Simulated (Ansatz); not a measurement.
Strain and the gap of LiF (wurtzite)

LiF in the wurtzite structure, relaxed with r2SCAN in the PAW code Ansatz. Space group P6_3mc (No. 186), hexagonal; conventional cell a = 3.081 Å, c = 4.785 Å, 9.83 Å³ an atom. Li is surrounded by 4 F at 1.86–1.87 Å; F is surrounded by 4 Li at 1.86–1.87 Å.

The axes x, y and z are those of this cell:
```
Li F
1.0
     3.08101    0.00000    0.00000
    -1.54051    2.66824    0.00000
     0.00000    0.00000    4.78534
Li F
2 2
Cartesian
  0.0000 1.7788 -0.0356
  1.5405 0.8894 2.3571
  0.0000 1.7788 1.8301
  1.5405 0.8894 4.2227
```

Unstrained: The PBE gap is direct at Γ: 7.852 eV. r2SCAN gives a direct gap of 8.583 eV at Γ. HSE06 gives a direct gap of 10.026 eV at Γ. Meshes: PBE 12×12×6, r2SCAN 12×12×6, HSE06 6×6×4. Strains are changes of length per length. After each strain the atoms were relaxed again with r2SCAN within the symmetry that the strain leaves, so tilts or polar shifts that break it weren't tested; points keep the names that they have in the unstrained zone. Simulation only: spin-unpolarised, and no claim that this is the phase found in nature.

Changes of the least gap in eV (an overlap counts as a negative gap):

| strain | volume change (%) | space group | PBE | r2SCAN | HSE06 | energy rise, r2SCAN (meV/atom) |
| --- | --- | --- | --- | --- | --- | --- |
| uniaxial -5.0 % along x | -5.0 | Cmc2_1 | +0.344 | +0.357 | +0.371 | 7.5 |
| isotropic +5.0 % on every length | +15.8 | P6_3mc | -0.722 | -0.749 | -0.787 | 34.4 |
| epitaxial +3.0 % in the xy plane, free normal strain -5.84 % | -0.1 | P6_3mc | -0.203 | -0.207 | -0.215 | 2.9 |
| uniaxial +0.5 % along z | +0.5 | P6_3mc | -0.015 | -0.015 | -0.016 | 0.0 |

Uniaxial -5.0 % along x, other directions held. HSE06: the gap goes from 10.026 to 10.397 eV (+0.371 eV). Stress change with r2SCAN, compression positive: xx +5.01, yy +2.70, zz +2.50 GPa.

Isotropic +5.0 % on every length. HSE06: the gap goes from 10.026 to 9.239 eV (-0.787 eV). Stress change with r2SCAN, compression positive: xx -6.57, yy -6.57, zz -5.85 GPa. For HSE06, dE_g/d ln V = -5.4 eV over this step.

Epitaxial +3.0 % in the xy plane, free normal strain -5.84 %. HSE06: the gap goes from 10.026 to 9.811 eV (-0.215 eV). Stress change with r2SCAN, compression positive: xx -1.12, yy -1.12, zz -0.09 GPa.

Uniaxial +0.5 % along z, other directions held. HSE06: the gap goes from 10.026 to 10.010 eV (-0.016 eV). Stress change with r2SCAN, compression positive: xx -0.23, yy -0.23, zz -0.35 GPa.

The meshes of the hybrids are coarse, so their gaps aren't converged to the digits shown.
